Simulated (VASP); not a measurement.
# Cr (Cmcm) in VASP: notebook

One crystal, Cr, is run at these levels: PBEsol; tasks: relaxation of cell and atoms.

All numbers are computed with VASP 6.6.1; they aren't measurements. Logs are shortened: lines on timing, memory, paths and dates and some standing lists are left out, and cuts for length are marked.

**1. Starting point**

Symmetry: Cmcm, No. 63, orthorhombic system. The conventional cell has a = 2.294 Å, b = 4.934 Å, c = 4.064 Å, α = 90.00°, β = 90.00°, γ = 90.00°. Cr (site symmetry m2m) has 8 Cr at 2.29 to 2.62 Å as nearest neighbours.

This isn't the form of Cr at room conditions, which is bcc.

**2. Relaxation of cell and atoms, PBEsol, collinear spin, ferromagnetic start, target pressure -3 GPa, at which the enthalpy is minimised**

Contents of INCAR:

```
ALGO     = Normal         # electronic algorithm
EDIFF    = 1E-6           # SCF threshold, eV
EDIFFG   = -0.02          # ionic threshold
ENCUT    = 600            # plane-wave cutoff, eV
GGA      = PS             # functional
IBRION   = 2              # ionic algorithm
ISIF     = 3              # what is computed and relaxed
ISMEAR   = -1             # smearing method
ISPIN    = 2              # spin polarisation
LASPH    = T              # aspherical terms in the spheres
LCHARG   = F              # write CHGCAR
LMAXMIX  = 4              # l up to which the mixer works
LORBIT   = 11             # projections on sites
LREAL    = F              # projectors in reciprocal space
LWAVE    = F              # write WAVECAR
MAGMOM   = 3 3            # initial moments
NELM     = 100            # most SCF steps
NSW      = 40             # ionic steps
PREC     = Accurate       # precision mode
PSTRESS  = -30          
SIGMA    = 0.05           # smearing width, eV
```

Contents of KPOINTS:

```
k-points
0
Gamma
  10 10 5
```

Contents of POSCAR:

```
Cr
1.0
    1.1470505050     -2.4670251200      0.0000000000
    1.1470505050      2.4670251200      0.0000000000
    0.0000000000      0.0000000000      4.0643107400
Cr
2
Direct
    0.8705325800      0.1294674200      0.7500000000
    0.1294674200      0.8705325800      0.2500000000
```

Potentials or basis: VASP PAW PBE potentials, release 64 (Cr_pv).

Run with:

```console
$ cat potpaw_PBE.64/Cr_pv/POTCAR > POTCAR
$ mpirun -np 1 vasp_std > vasp.out
```

OUTCAR:

```text
EDIFF = 1E-6
   EDIFFG = -0.02
   ENCUT = 600
   GGA = PS
   IBRION = 2
   ISIF = 3
   ISMEAR = -1
   ISPIN = 2
   LASPH = T
   LORBIT = 11
   LREAL = F
   NELM = 100
   NSW = 40
   PREC = Accurate
   PSTRESS = -30

 ion  position               nearest neighbor table
   1  0.871  0.129  0.750-   2 2.40   2 2.40   2 2.62   2 2.62   2 2.62   2 2.62
   2  0.129  0.871  0.250-   1 2.40   1 2.40   1 2.62   1 2.62   1 2.62   1 2.62

  LATTYP: Found a base centered orthorhombic cell.
 ALAT       =     2.2941010100
 B/A-ratio  =     2.1507554456
 C/A-ratio  =     1.7716354782

  Lattice vectors:

 A1 = (   1.1470505050,  -2.4670251200,   0.0000000000)
 A2 = (   1.1470505050,   2.4670251200,   0.0000000000)
 A3 = (   0.0000000000,   0.0000000000,   4.0643107400)

Analysis of symmetry for initial positions (statically):
=====================================================================
 Subroutine PRICEL returns:
 Original cell was already a primitive cell.

 Routine SETGRP: Setting up the symmetry group for a
 base centered orthorhombic supercell.

 Subroutine GETGRP returns: Found  8 space group operations
 (whereof  4 operations were pure point group operations)
 out of a pool of  8 trial point group operations.

The static configuration has the point symmetry C_2h.
 The point group associated with its full space group is D_2h.

Analysis of symmetry for dynamics (positions and initial velocities):
=====================================================================
 Subroutine PRICEL returns:
 Original cell was already a primitive cell.

 Routine SETGRP: Setting up the symmetry group for a
 base centered orthorhombic supercell.

 Subroutine GETGRP returns: Found  8 space group operations
 (whereof  4 operations were pure point group operations)
 out of a pool of  8 trial point group operations.

The dynamic configuration has the point symmetry C_2h.
 The point group associated with its full space group is D_2h.

Analysis of structural, dynamic, and magnetic symmetry:
=====================================================================
 Subroutine PRICEL returns:
 Original cell was already a primitive cell.

 Routine SETGRP: Setting up the symmetry group for a
 base centered orthorhombic supercell.

 Subroutine GETGRP returns: Found  8 space group operations
 (whereof  4 operations were pure point group operations)
 out of a pool of  8 trial point group operations.

[... 120 lines left out ...]
     AMIX     =   0.40;   BMIX     =  1.00
     AMIX_MAG =   1.60;   BMIX_MAG =  1.00
  volume/ion in A,a.u.               =      11.50        77.61
  Fermi-wavevector in a.u.,A,eV,Ry     =   1.660431  3.137760 37.511698  2.757032
  Thomas-Fermi vector in A             =   2.747669
   LORBIT       =     11    0 simple, 1 ext, 2 COOP (PROOUT), +10 PAW based schemes
   GGA     = PS    functional components
   LHFCALC =     F    Hartree Fock is set to
   AEXX    =    0.0000 exact exchange contribution
   IVDW    =     0    specifies the selected vdW correction
   LEPSILON=     F    determine dielectric tensor
   LRPA    =     F    only Hartree local field effects (RPA)
 conjugate gradient relaxation of ions
 spin polarized calculation
  energy-cutoff  :      600.00
  volume of cell :       23.00
 maximum number of plane-waves:       785
 NGX is ok and might be reduce to    24
   NGX = 11   NGY = 11   NGZ = 17

--------------------------------------- Ionic step        1  -------------------------------------------

 number of electron      23.9999990 magnetization       0.0005996

 number of electron      23.9999990 magnetization      -0.0000082

 Free energy of the ion-electron system (eV)
  ---------------------------------------------------
  ext. energy  EPLUGINS =         0.00000000
  ---------------------------------------------------
  free energy    TOTEN  =       -19.82674202 eV

  energy without entropy =      -19.80251350  energy(sigma->0) =      -19.81462776

------------------------ aborting loop because EDIFF is reached ----------------------------------------

  FORCE on cell =-STRESS in cart. coord.  units (eV):
  Direction    XX          YY          ZZ          XY          YZ          ZX
  --------------------------------------------------------------------------------------
  -------------------------------------------------------------------------------------
  Total       -0.5880532     -0.6186523      0.1585680      0.0000000      0.0000000      0.0000000
  in kB      -40.9594570    -43.0907626     11.0446812      0.0000000      0.0000000      0.0000000
  external PRESSURE =       5.6648205 kB  Pullay stress =     -30.0000000 kB
[... 101 lines left out ...]
  energy  without entropy=      -19.8084545630  energy(sigma->0) =      -19.82151132

  enthalpy is  TOTEN    =       -20.2714953192 eV   P V=       -0.4369272482

[... ionic steps 4 to 11 ...]

--------------------------------------- Ionic step       12  -------------------------------------------

 number of electron      24.0000013 magnetization       0.0000022

 number of electron      24.0000013 magnetization      -0.0000035
[... 77 lines left out ...]
 number of electron      24.0000013 magnetization      -0.0000017

 number of electron      24.0000013 magnetization       0.0000017

 Free energy of the ion-electron system (eV)
  ---------------------------------------------------
  ext. energy  EPLUGINS =         0.00000000
  ---------------------------------------------------
  free energy    TOTEN  =       -19.84966771 eV

  energy without entropy =      -19.82590930  energy(sigma->0) =      -19.83778850

 E-fermi :  10.8080     XC(G=0): -13.8209

 val. band max:       10.8063247059   @ k =   0.2000   0.1000   0.2000
 cond. band min:      10.8160047279   @ k =   0.2000   0.1000   0.4000
 fundamental gap:      0.0096800220
 Fermi energy:        10.8080291383

 spin component 1

 k-point     1 :       0.0000    0.0000    0.0000
  band No.  band energies     occupation
      1     -32.4721      1.00000
      2     -31.8909      1.00000
      3     -31.7042      1.00000
      4     -31.6176      1.00000
      5     -31.4158      1.00000
      6     -31.3791      1.00000
[... 517 lines left out ...]
     18      18.0664      0.00000
     19      18.1527      0.00000

 [... further k-points ...]

 spin component 2

 k-point     1 :       0.0000    0.0000    0.0000
  band No.  band energies     occupation
      1     -32.4721      1.00000
      2     -31.8909      1.00000
      3     -31.7042      1.00000
      4     -31.6176      1.00000
      5     -31.4158      1.00000
      6     -31.3791      1.00000
[... 552 lines left out ...]
  energy  without entropy=      -19.8259092995  energy(sigma->0) =      -19.83778850

  enthalpy is  TOTEN    =       -20.2810867835 eV   P V=       -0.4314190784

 reached required accuracy - stopping structural energy minimisation

 total charge

# of ion       s       p       d       tot
------------------------------------------
    1        0.433   6.393   4.278  11.104
    2        0.433   6.393   4.278  11.104
--------------------------------------------------
tot          0.867  12.787   8.556  22.209

 magnetization (x)

# of ion       s       p       d       tot
------------------------------------------
    1       -0.000  -0.000  -0.000  -0.000
    2       -0.000  -0.000  -0.000  -0.000
--------------------------------------------------
tot         -0.000  -0.000  -0.000  -0.000
```

OSZICAR:

```text
N       E                     dE             d eps       ncg     rms          rms(c)
DAV:   1     0.255821522754E+03    0.25582E+03   -0.15096E+04  7068   0.172E+03
DAV:   2    -0.123272264269E+02   -0.26815E+03   -0.26220E+03  7116   0.463E+02
DAV:   3    -0.205823025021E+02   -0.82551E+01   -0.81334E+01  7395   0.973E+01
[... 108 lines left out ...]
       N       E                     dE             d eps       ncg     rms          rms(c)
DAV:   1    -0.198496803190E+02   -0.10850E-03   -0.78497E-04  8665   0.617E-01    0.373E-02
DAV:   2    -0.198496696744E+02    0.10645E-04   -0.14716E-04  7128   0.141E-01    0.107E-02
DAV:   3    -0.198496680474E+02    0.16269E-05   -0.39563E-06  7210   0.189E-02    0.432E-03
DAV:   4    -0.198496677051E+02    0.34239E-06   -0.61956E-07  4032   0.740E-03
  14 F= -.20281087E+02 E0= -.20269208E+02  d E =-.241553E-03  mag=    -0.0000
```

Run time: 6.9 min. Hardware: 1 thread of Intel Xeon Platinum 8375C at 2.90GHz (Ice Lake), shared host; peak memory 0.23 GiB.

Results:

* Free energy: -19.8497 eV
* Relaxed volume: 11.52 Å³/atom
* Relaxed cell: a = 2.679 Å, b = 2.679 Å, c = 4.187 Å, α = 90.00°, β = 90.00°, γ = 129.92°
* Space group after relaxing (to 0.05 Å): Cmcm (No. 63)
* Energy change on relaxing (the enthalpy is what falls): -11.5 meV/atom
* Ionic steps: 14
* Pressure after relaxing: -3.0 GPa
* Largest force after relaxing: 0.011 eV/Å
* Band gap on the k mesh: none (metal or under the smearing width)
* Net moment: 0.00 μB per cell
* Valence electrons inside the program's atomic spheres: Cr 11.10

Forces on the atoms (eV/Å):
```
Cr   0.000  0.011  0.000
Cr   0.000 -0.011  0.000
```

Stress tensor (GPa, compression positive):
```
-2.95  0.00  0.00
 0.00 -3.22  0.00
 0.00  0.00 -2.81
```

Step by step:
```tsv
step	energy change (eV)	largest force (eV/Å)	pressure (GPa)	volume (Å³)
1	0.0000	0.1833	-2.43	23.00
2	-0.0072	0.1821	-3.85	23.14
3	-0.0078	0.1805	-5.93	23.33
4	-0.0157	0.1517	-4.06	23.13
5	-0.0178	0.1374	-3.04	23.04
6	-0.0203	0.1116	-2.87	23.03
7	-0.0222	0.0728	-2.68	23.00
8	-0.0223	0.0658	-2.65	23.00
9	-0.0222	0.0509	-3.12	23.04
10	-0.0217	0.0323	-3.59	23.09
11	-0.0214	0.0258	-3.75	23.11
12	-0.0234	0.0034	-2.71	23.01
13	-0.0228	0.0119	-3.12	23.05
14	-0.0229	0.0105	-2.99	23.04
```

Final structure:
```
Cr
1.0
     1.13378   -2.42698    0.00000
     1.13378    2.42698    0.00000
     0.00000    0.00000    4.18663
Cr
2
Cartesian
  1.1338 -1.7454 3.1400
  1.1338 1.7454 1.0467
```

Caveat: the starting moments collapsed, and a magnetic state may lie lower; the cell is relaxed towards a set pressure, so the enthalpy falls and the energy may rise; the PAW data sets were made with another functional, which shifts forces and pressure a little.

**3. Relaxation of cell and atoms, PBEsol, collinear spin, ferromagnetic start**

Contents of INCAR:

```
SYSTEM = Cr
ALGO = Normal
EDIFF = 1E-6
EDIFFG = -0.02
ENCUT = 600
GGA = PS
IBRION = 2
ISIF = 3
ISMEAR = -1
ISPIN = 2
LASPH = .True.
LCHARG = .False.
LMAXMIX = 4
LORBIT = 11
LREAL = .False.
LWAVE = .False.
MAGMOM = 3 3
NELM = 100
NSW = 40
PREC = Accurate
SIGMA = 0.05
```

Contents of KPOINTS:

```
k-points
0
Gamma
  10 10 5
  0 0 0
```

POSCAR is that of step 2.

Potentials or basis: VASP PAW PBE potentials, release 64 (Cr_pv).

Run with:

```console
$ cat potpaw_PBE.64/Cr_pv/POTCAR > POTCAR
$ mpirun -np 1 vasp_std > vasp.out
```

OUTCAR:

```text
SYSTEM = Cr
   EDIFF = 1E-6
   EDIFFG = -0.02
   ENCUT = 600
   GGA = PS
   IBRION = 2
   ISIF = 3
   ISMEAR = -1
   ISPIN = 2
   LASPH = .True.
   LORBIT = 11
   LREAL = .False.
   NELM = 100
   NSW = 40
   PREC = Accurate

 ion  position               nearest neighbor table
   1  0.871  0.129  0.750-   2 2.40   2 2.40   2 2.62   2 2.62   2 2.62   2 2.62
   2  0.129  0.871  0.250-   1 2.40   1 2.40   1 2.62   1 2.62   1 2.62   1 2.62

  LATTYP: Found a base centered orthorhombic cell.
 ALAT       =     2.2941010100
 B/A-ratio  =     2.1507554456
 C/A-ratio  =     1.7716354782

  Lattice vectors:

 A1 = (   1.1470505050,  -2.4670251200,   0.0000000000)
 A2 = (   1.1470505050,   2.4670251200,   0.0000000000)
 A3 = (   0.0000000000,   0.0000000000,   4.0643107400)

Analysis of symmetry for initial positions (statically):
=====================================================================
 Subroutine PRICEL returns:
 Original cell was already a primitive cell.

 Routine SETGRP: Setting up the symmetry group for a
 base centered orthorhombic supercell.

 Subroutine GETGRP returns: Found  8 space group operations
 (whereof  4 operations were pure point group operations)
 out of a pool of  8 trial point group operations.

The static configuration has the point symmetry C_2h.
 The point group associated with its full space group is D_2h.

Analysis of symmetry for dynamics (positions and initial velocities):
=====================================================================
 Subroutine PRICEL returns:
 Original cell was already a primitive cell.

 Routine SETGRP: Setting up the symmetry group for a
 base centered orthorhombic supercell.

 Subroutine GETGRP returns: Found  8 space group operations
 (whereof  4 operations were pure point group operations)
 out of a pool of  8 trial point group operations.

The dynamic configuration has the point symmetry C_2h.
 The point group associated with its full space group is D_2h.

Analysis of structural, dynamic, and magnetic symmetry:
=====================================================================
 Subroutine PRICEL returns:
 Original cell was already a primitive cell.

[... 145 lines left out ...]
   NGX = 11   NGY = 11   NGZ = 17

--------------------------------------- Ionic step        1  -------------------------------------------

 number of electron      23.9999990 magnetization       0.0005996

 number of electron      23.9999990 magnetization      -0.0000082

 Free energy of the ion-electron system (eV)
  ---------------------------------------------------
  ext. energy  EPLUGINS =         0.00000000
  ---------------------------------------------------
  free energy    TOTEN  =       -19.82674202 eV

  energy without entropy =      -19.80251350  energy(sigma->0) =      -19.81462776

------------------------ aborting loop because EDIFF is reached ----------------------------------------

  FORCE on cell =-STRESS in cart. coord.  units (eV):
  Direction    XX          YY          ZZ          XY          YZ          ZX
  --------------------------------------------------------------------------------------
  -------------------------------------------------------------------------------------
  Total       -0.5880532     -0.6186523      0.1585680      0.0000000      0.0000000      0.0000000
  in kB      -40.9594570    -43.0907626     11.0446812      0.0000000      0.0000000      0.0000000
  external PRESSURE =     -24.3351795 kB  Pullay stress =       0.0000000 kB
[... 249 lines left out ...]
 number of electron      24.0000009 magnetization       0.0000023

 number of electron      24.0000009 magnetization      -0.0000040

 Free energy of the ion-electron system (eV)
  ---------------------------------------------------
  ext. energy  EPLUGINS =         0.00000000
  ---------------------------------------------------
  free energy    TOTEN  =       -19.85215654 eV

  energy without entropy =      -19.82817667  energy(sigma->0) =      -19.84016661

 E-fermi :  10.9720     XC(G=0): -13.8896

 val. band max:       10.9672460651   @ k =   0.3000   0.1000   0.4000
 cond. band min:      10.9730628268   @ k =   0.2000   0.1000   0.2000
 fundamental gap:      0.0058167617
 Fermi energy:        10.9720130939

 spin component 1

 k-point     1 :       0.0000    0.0000    0.0000
  band No.  band energies     occupation
      1     -32.3220      1.00000
      2     -31.7070      1.00000
      3     -31.5193      1.00000
      4     -31.4417      1.00000
      5     -31.2293      1.00000
      6     -31.1917      1.00000
[... 517 lines left out ...]
     18      18.3054      0.00000
     19      18.3262      0.00000

 [... further k-points ...]

 spin component 2

 k-point     1 :       0.0000    0.0000    0.0000
  band No.  band energies     occupation
      1     -32.3220      1.00000
      2     -31.7071      1.00000
      3     -31.5193      1.00000
      4     -31.4417      1.00000
      5     -31.2293      1.00000
      6     -31.1917      1.00000
[... 548 lines left out ...]
  FREE ENERGIE OF THE ION-ELECTRON SYSTEM (eV)
  ---------------------------------------------------
  free  energy   TOTEN  =       -19.8521565448 eV

  energy  without entropy=      -19.8281766702  energy(sigma->0) =      -19.84016661

 reached required accuracy - stopping structural energy minimisation

 total charge

# of ion       s       p       d       tot
------------------------------------------
    1        0.437   6.401   4.291  11.129
    2        0.437   6.401   4.291  11.129
--------------------------------------------------
tot          0.875  12.801   8.583  22.259

 magnetization (x)

# of ion       s       p       d       tot
------------------------------------------
    1        0.000  -0.000   0.000   0.000
    2        0.000  -0.000   0.000   0.000
--------------------------------------------------
tot          0.000  -0.000   0.000   0.000
```

OSZICAR:

```text
N       E                     dE             d eps       ncg     rms          rms(c)
DAV:   1     0.255821522754E+03    0.25582E+03   -0.15096E+04  7068   0.172E+03
DAV:   2    -0.123272264269E+02   -0.26815E+03   -0.26220E+03  7116   0.463E+02
DAV:   3    -0.205823025021E+02   -0.82551E+01   -0.81334E+01  7395   0.973E+01
[... 66 lines left out ...]
DAV:   1    -0.198515736453E+02   -0.14563E-03   -0.33750E-01  9732   0.148E+01    0.503E-01
DAV:   2    -0.198531610562E+02   -0.15874E-02   -0.57452E-02  7071   0.261E+00    0.233E-01
DAV:   3    -0.198521734390E+02    0.98762E-03   -0.32265E-03  9469   0.476E-01    0.710E-02
DAV:   4    -0.198521629532E+02    0.10486E-04   -0.18498E-04  7376   0.187E-01    0.372E-02
DAV:   5    -0.198521562017E+02    0.67515E-05   -0.13347E-05  9108   0.340E-02    0.143E-02
DAV:   6    -0.198521565448E+02   -0.34308E-06   -0.12668E-06  5845   0.118E-02
   8 F= -.19852157E+02 E0= -.19840167E+02  d E =-.728463E-03  mag=     0.0000
```

Run time: 4.4 min. Hardware: 1 thread of Intel Xeon Platinum 8375C at 2.90GHz (Ice Lake), shared host; peak memory 0.22 GiB.

Results:

```
Free energy                                           : -19.8522 eV
Relaxed volume                                        : 11.39 Å³/atom
Relaxed cell                                          : a = 2.660 Å, b = 2.660 Å, c = 4.184 Å, α = 90.00°, β = 90.00°, γ = 129.71°
Space group after relaxing (to 0.05 Å)                : Cmcm (No. 63)
Energy gained by relaxing                             : 12.7 meV/atom
Ionic steps                                           : 8
Pressure after relaxing                               : 0.0 GPa
Largest force after relaxing                          : 0.009 eV/Å
Band gap on the k mesh                                : none (metal or under the smearing width)
Net moment                                            : 0.00 μB per cell
Valence electrons inside the program's atomic spheres : Cr 11.13
```

Forces on the atoms (eV/Å):
```
Cr   0.000  0.009  0.000
Cr   0.000 -0.009  0.000
```

Step by step:
| step | energy change (eV) | largest force (eV/Å) | pressure (GPa) | volume (Å³) |
| --- | --- | --- | --- | --- |
| 1 | 0.0000 | 0.1833 | -2.43 | 23.00 |
| 2 | -0.0071 | 0.1988 | 4.24 | 22.42 |
| 3 | -0.0080 | 0.1938 | 2.48 | 22.57 |
| 4 | -0.0173 | 0.1793 | 1.16 | 22.68 |
| 5 | -0.0215 | 0.1411 | -0.24 | 22.80 |
| 6 | -0.0240 | 0.0845 | -0.10 | 22.78 |
| 7 | -0.0247 | 0.0376 | 0.06 | 22.76 |
| 8 | -0.0254 | 0.0088 | -0.02 | 22.77 |

Final structure:
```
Cr
1.0
     1.13027   -2.40816    0.00000
     1.13027    2.40816    0.00000
     0.00000    0.00000    4.18362
Cr
2
Cartesian
  1.1303 -1.7310 3.1377
  1.1303 1.7310 1.0459
```

Caveat: the starting moments collapsed, and a magnetic state may lie lower; the PAW data sets were made with another functional, which shifts forces and pressure a little.
